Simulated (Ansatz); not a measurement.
Input of an Ansatz 0.2.0 run:

input.yaml

```yaml
crystal:
  lattice:
    - [2.7341, 0.0, 0.0]
    - [-1.36705, 2.3678000565, 0.0]
    - [0.0, 0.0, 4.3197]
  atoms:
    - { symbol: Os, position: [0.6666666667, 0.3333333333, 0.75] }
    - { symbol: Os, position: [0.3333333333, 0.6666666667, 0.25] }
hamiltonian:
  xc: pbesol
  pseudopotentials: { kind: paw }
kpoints:
  mp_grid: { grid: [11, 11, 6] }
scf:
  occupations: { method: fermi_dirac, width: 0.05 }
output:
  forces: true
  stress: true
  eigenvalues: true
relax:
  f_tol: 0.01
  max_steps: 40
  cell: { stress_tol: 0.05 }
```

Potentials or basis: Ansatz PAW.

The run is started by

```sh
$ ansatz run input.yaml --threads 2 --pin off --max-ram 5632MiB --backend cpu --events-out ev --progress --plain --runs-dir out
```

(1) What does it give for the band gap on the k mesh?

(2) What does it give for the relaxed cell?

(3) Estimate the relaxed volume.

(4) Predict the space group after relaxing (to 0.05 Å).

Answers

(1) none (metal or under the smearing width).

(2) a = 2.728 Å, b = 2.728 Å, c = 4.312 Å, α = 90.00°, β = 90.00°, γ = 120.00°.

(3) 13.89 Å³/atom.

(4) P6_3/mmc (No. 194).

Caveat: the PAW data sets come from PBE, with cores solved anew for the run's functional, which leaves a small shift of forces and pressure.
